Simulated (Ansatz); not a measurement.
Input of an Ansatz 0.2.0 run:

input.yaml

```yaml
crystal:
  lattice:
    - [0.0, 2.3495, 2.3495]
    - [2.3495, 0.0, 2.3495]
    - [2.3495, 2.3495, 0.0]
  atoms:
    - { symbol: Cd, position: [0.0, 0.0, 0.0] }
    - { symbol: O, position: [0.5, 0.5, 0.5] }
kpoints:
  mp_grid: { grid: [7, 7, 7] }
scf:
  occupations: { method: fermi_dirac, width: 0.05 }
hamiltonian:
  xc: pbesol
  pseudopotentials: { kind: all_electron, lapw: { basis_error: 0.001 } }
output:
  forces: true
  stress: true
elastic:
  mode: clamped_ion
  stencil: two_point
```

Potentials or basis: all-electron LAPW, scalar-relativistic.

Command:

```console
$ ansatz run input.yaml --threads 1 --pin off --max-ram 3072MiB --backend cpu --events-out ev --progress --plain --runs-dir out
```

Task: What does it give for the clamped-ion elastic constants C11, C12, C44?

Result: 205, 110, 47 GPa.

Task: Estimate the Voigt bulk modulus.

Result: 142 GPa.

Task: Estimate the pressure.

Result: -0.7 GPa.

Task: Estimate the band gap on the k mesh.

Result: None (metal or under the smearing width).

Elastic tensor in Voigt notation (GPa, ions clamped, in the Cartesian axes of the cell as first typed):
```
205 110 110   0   0   0
110 205 110   0   0   0
110 110 205   0   0   0
  0   0   0  47   0   0
  0   0   0   0  47   0
  0   0   0   0   0  47
```

Caveat: a metal's response needs a denser mesh; elastic constants of metals need much finer meshes, so these are rough; this crystal is a semiconductor, whose small gap the functional closes, so the metal is an error of the method.
